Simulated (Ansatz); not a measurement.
# BeS (F-43m): G0W0 against its settings

A 2-atom cell of BeS started from a crystallographic database, relaxed with r2SCAN; one-shot G0W0 in Ansatz without spin-orbit coupling. No spin polarisation and no zero-point or thermal motion.

```yaml
crystal:
  lattice:
    - [0.00000, 2.43431, 2.43431]
    - [2.43431, 0.00000, 2.43431]
    - [2.43431, 2.43431, 0.00000]
  atoms:
    - { symbol: Be, position: [0.00000, 0.00000, 0.00000] }
    - { symbol: S, position: [0.25000, 0.25000, 0.25000] }
```

Gaps are read over the mesh points alone. G0W0 values are finite-basis, finite-mesh values.

| start | potentials | frequency model | mesh | empty bands | screening cutoff (eV) | Kohn-Sham gap (eV) | G0W0 gap (eV) | rough cost |
| --- | --- | --- | --- | --- | --- | --- | --- | --- |
| PBE | PAW | contour deformation | 4×4×4 | 46 | 80 | 3.12 | 4.21 | 1.7 core-seconds |
| PBE | PAW | contour deformation | 4×4×4 | 108 | 140 | 3.12 | 4.39 | 4 core-seconds |
| PBE | PAW | contour deformation | 4×4×4 | 199 | 210 | 3.12 | 4.48 | 12 core-seconds |
| HSE06 | PAW | contour deformation | 4×4×4 | 108 | 140 | 4.09 | 4.81 | 13 core-seconds |
| LDA | PAW | contour deformation | 4×4×4 | 108 | 140 | 2.90 | 4.31 | 4 core-seconds |
| r2SCAN | PAW | contour deformation | 4×4×4 | 108 | 140 | 3.58 | 4.63 | 5 core-seconds |
| PBE | PAW | Godby-Needs pole | 4×4×4 | 108 | 140 | 3.12 | 4.35 | 4 core-seconds |
| PBE | PAW | contour deformation | 6×6×6 | 46 | 80 | 3.13 | 4.24 | 7 core-seconds |
| PBE | norm-conserving | contour deformation | 4×4×4 | 108 | 140 | 3.13 | 4.38 | 17 core-seconds |

Over the mesh points the PBE gap of 3.12 eV becomes a quasiparticle gap of 4.48 eV (Γ to X), a change of +1.36 eV. Renormalisation factors Z lie between 0.77 and 0.82.

Raising bands and cutoff together moves the gap by +0.18 eV (80 to 140 eV), then +0.09 eV (140 to 210 eV); the last step is still large, so the basis limit isn't reached. Starting from HSE06 (4.09 eV against PBE's 3.12 eV) gives 4.81 eV, +0.42 eV from G0W0@PBE at the same screening cutoff. Starting from LDA (2.90 eV against PBE's 3.12 eV) gives 4.31 eV, -0.08 eV from G0W0@PBE at the same screening cutoff. Starting from r2SCAN (3.58 eV against PBE's 3.12 eV) gives 4.63 eV, +0.24 eV from G0W0@PBE at the same screening cutoff. The Godby-Needs plasmon pole differs from contour deformation by -0.04 eV. A 6×6×6 mesh in place of 4×4×4 changes the opening over PBE by +0.02 eV (the gap on the mesh by +0.03 eV). Norm-conserving potentials (wave cutoff 1800 eV against 420 eV) shift the quasiparticle gap by -0.01 eV and the PBE gap by +0.01 eV. r2SCAN runs take a wave cutoff of 500 eV.
